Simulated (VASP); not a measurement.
A run of VASP 6.6.1 is set up as follows.

The input INCAR:

```
PREC = Accurate
ENCUT = 520
EDIFF = 1E-7
ISMEAR = 0
SIGMA = 0.05
LREAL = F
LASPH = T
NELM = 150
ALGO = Normal
ISIF = 2
LWAVE = F
LCHARG = F
ISPIN = 2
MAGMOM = 0.8 0.8
LORBIT = 11
LMAXMIX = 4
GGA = PE
NBANDS = 21
```

The input KPOINTS:

```
Automatic mesh
0
Gamma
  10 10 6
```

Contents of POSCAR:

```
Ni
1.0
    2.4865536598      0.0000000000      0.0000000000
   -1.2432768299      2.1534186373      0.0000000000
    0.0000000000      0.0000000000      4.0809125728
Ni
2
Direct
    0.3333333333      0.6666666667      0.7500000000
    0.6666666667      0.3333333333      0.2500000000
```

Potentials or basis: VASP PAW PBE potentials, release 64 (Ni).

The run is started by

```bash
$ cat potpaw_PBE.64/Ni/POTCAR > POTCAR
$ mpirun -np 1 vasp_std > vasp.out
```

**Question.** Predict the net moment.

**Answer.** 1.35 μB per cell.

**Question.** What does it give for the band gap on the k mesh?

**Answer.** None (metal or under the smearing width).
